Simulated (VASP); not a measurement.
Wanted: the native input for a VASP 6.6.1 run.

```
Task                   : relaxation of the atoms
Functional             : PBE
Potentials or basis    : VASP PAW PBE potentials, release 64 (Al)
Cutoff                 : 520 eV
k mesh                 : 9 × 4 × 1
Occupations            : methfessel-paxton, width 0.1 eV
Spin                   : no spin polarisation
Dipole correction      : yes
Further INCAR settings : ALGO = Fast; EDIFF = 1e-07; IBRION = 2; EDIFFG = -0.02; NSW = 90
```

The structure of Al lies in POSCAR:

```
Al
1.0
    3.8668983000      0.0000000000      0.0000000000
   -1.9334491000     10.0464965000      0.0000000000
    0.0000000000      0.0000000000     27.0674611300
Al
15
Direct
    1.0000000000      1.0000000000      0.4230906400
    0.4000000000      0.8000000000      0.4230906400
    0.8000000000      0.6000000000      0.4230906400
    0.2000000000      0.4000000000      0.4230906400
    0.6000000000      0.2000000000      0.4230906400
    0.9000000000      0.8000000000      0.5000000000
    0.3000000000      0.6000000000      0.5000000000
    0.7000000000      0.4000000000      0.5000000000
    0.1000000000      0.2000000000      0.5000000000
    0.5000000000      0.0000000000      0.5000000000
    0.8000000000      0.6000000000      0.5769093600
    0.2000000000      0.4000000000      0.5769093600
    0.6000000000      0.2000000000      0.5769093600
    0.0000000000      0.0000000000      0.5769093600
    0.4000000000      0.8000000000      0.5769093600
```

The cell was built by a generator and needn't be a form met in nature.

These files were run (other wordings do the same):

INCAR

```
SYSTEM = Al
PREC = Accurate ; ENCUT = 520
EDIFF = 1E-7 ; ISMEAR = 1
SIGMA = 0.1 ; LREAL = .False.
LASPH = .True. ; NELM = 120
ALGO = Fast ; ISIF = 2
LWAVE = .False. ; LCHARG = .False.
LDIPOL = .True. ; IDIPOL = 3
DIPOL = 0.5 0.5 0.500 ; GGA = PE
IBRION = 2 ; NSW = 90
EDIFFG = -0.02 ; KPAR = 4
```

KPOINTS

```
regular mesh
0
Gamma
  9 4 1
  0 0 0
```

Potentials or basis: VASP PAW PBE potentials, release 64 (Al).

Launch:

```bash
$ cat potpaw_PBE.64/Al/POTCAR > POTCAR
$ mpirun -np 4 vasp_std > vasp.out
```

It gave:

The energy gained by relaxing is 1.6 meV/atom and the ionic steps are 4. The largest force after relaxing is 0.005 eV/Å and the band gap on the k mesh is none (metal or under the smearing width).

Wall time 19 min on 4 MPI ranks on Intel(R) Xeon(R) Platinum 8488C (Sapphire Rapids), with other jobs on the host, peak memory 1.3 GiB a rank.
